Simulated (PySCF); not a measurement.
## cyclopentadiene: calculation against experiment

**Experimental background.**

NIST CCCBDB Release 22 (SRD 101), experimental dipoles lists, for the gas: dipole moment (microwave Stark effect) 0.419 D.

How close the calculation comes is told at the end.

Species: cyclopentadiene, C5H6.
Atom-mapped SMILES: `[CH:1]1=[CH:2][CH2:3][CH:4]=[CH:5]1` (hydrogens: H6 on C1; H7 on C2; H8, H9 on C3; H10 on C4; H11 on C5)

Structure used (GFN2-xTB), in Å, numbered top down from 1:
```
atom  x, y, z in Å
C1    -1.0458    0.7402   -0.2029
C2     0.2287    1.1480   -0.1548
C3     1.1171   -0.0249    0.0976
C4     0.1465   -1.1561    0.1826
C5    -1.0969   -0.6915    0.0064
H6    -1.9138    1.3531   -0.3685
H7     0.6009    2.1490   -0.2723
H8     1.6893    0.0903    1.0208
H9     1.8397   -0.1690   -0.7086
H10    0.4469   -2.1722    0.3602
H11   -2.0072   -1.2644    0.0134
```

The PySCF runs (gas phase, on this GFN2-xTB geometry; no spin–orbit coupling):

| level | job | basis functions | wall time |
| --- | --- | --- | --- |
| PBE0/pcSseg-1 | shieldings, ring-centre shieldings, charges and field gradients | 115 | 6.9 s |
| CAM-B3LYP/def2-SVPD | 8 singlets by full TDDFT, 3 Tamm–Dancoff triplets, polarisability | 148 | 12 s |
| B3LYP/pcJ-1 | spin–spin couplings from 11 perturbed nuclei, spin–dipole term left out | 195 | 13 s |

Hardware: one thread, x86-64 server, no GPU, on a shared host.

Results beside the measurements:

**Dipole moment.** Measured: 0.419 D (NIST CCCBDB Release 22 (SRD 101), experimental dipoles).

| level | computed (D) | computed − measured (D) | % (from the printed values) |
| --- | --- | --- | --- |
| PBE0/pcSseg-1 | 0.531 | +0.112 | +27 |
| CAM-B3LYP/def2-SVPD | 0.469 | +0.050 | +12 |
| B3LYP/pcJ-1 | 0.502 | +0.083 | +20 |

Closest is CAM-B3LYP/def2-SVPD (+0.050 D), furthest PBE0/pcSseg-1 (+0.112 D); one molecule doesn't rank methods. All 3 levels lie above the measurement. The computed dipoles belong to one fixed geometry; measured ones are averaged over vibrations unless marked μe. Magnitudes are compared, not signs.

No measured geometry was used, and the causes of the misses weren't examined.
